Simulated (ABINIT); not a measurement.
CdS (Hawleyite), 2 atoms in the cell. It takes space group F-43m (No. 216, cubic). The conventional cell has a = 5.833 Å, b = 5.833 Å, c = 5.833 Å, α = 90.00°, β = 90.00°, γ = 90.00°. Cd (site symmetry -43m) has 4 S at 2.53 Å as nearest neighbours. S (site symmetry -43m) is surrounded by 4 Cd at 2.53 Å. 

```yaml
Program: ABINIT 10.8.3 (patched build)
Task: relaxation of cell and atoms
Functional: PBE
Potentials_or_basis: JTH PAW PBE v2.0
Cutoff: 599 eV
k_mesh: 8 × 8 × 8
Occupations: fermi-dirac, width 0.05 eV
Spin: no spin polarisation
Target_pressure: 5 GPa
Cell_freedom_optcell: 2
Cutoff_smearing_ecutsm_Ha: 0.5
Optimiser_ionmov: 2
Force_stop_Ha/bohr: 0.0002
Fine-grid_cutoff: 1197.3 eV
```

Potentials or basis: JTH PAW PBE v2.0.

Command:

```sh
$ abinit run.abi > log 2>&1
```

Hardware: 1 thread of Arm Neoverse V2 (shared host).

Problem. How long does it take, and how much memory?

Solution. It took 97 s on 1 thread of Arm Neoverse V2 (shared host), peak memory 0.16 GiB. Counts: scf iterations 52, mpi ranks 1, k points 29, bands 13, plane waves 2120, ion steps 4.
